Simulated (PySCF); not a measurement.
Atoms are numbered as in `[OH:1][c:2]1[cH:3][cH:4][cH:5][cH:6][cH:7]1` (H(Xn): hydrogen on atom n).

GIAO shifts from PySCF 2.14.0 with density-fitted response routines on PBE0-D3(BJ)/def2-SVP geometries (one conformer, non-relativistic, equivalent nuclei averaged), against TMS at the same level and in the same medium; PCM means IEF-PCM chloroform.

Measured (solution, not stated in the table (CDCl3 in this author's series); The use of chemical shift calculations in the conformational analysis of substituted benzenes, New J. Chem. 2019 (ESI)): H(C3)/H(C7) 6.82, H(C4)/H(C6) 7.24, H(C5) 6.93 ppm.

Which unscaled values do B3LYP/pcSseg-2, gas; PBE0/pcSseg-1, PCM; WP04/pcSseg-1, PCM; wB97X-D/pcSseg-1, PCM give, and how close are they?

Results:


```csv
atoms,measured,"B3LYP/pcSseg-2, gas","PBE0/pcSseg-1, PCM","WP04/pcSseg-1, PCM","wB97X-D/pcSseg-1, PCM"
H(C3)/H(C7),6.82,6.79,6.96,6.66,6.98
H(C4)/H(C6),7.24,7.35,7.48,7.14,7.52
H(C5),6.93,6.95,7.07,6.80,7.08
```

Mean absolute error for 1H: B3LYP/pcSseg-2, gas 0.05, PBE0/pcSseg-1, PCM 0.17, WP04/pcSseg-1, PCM 0.13, wB97X-D/pcSseg-1, PCM 0.20 ppm.
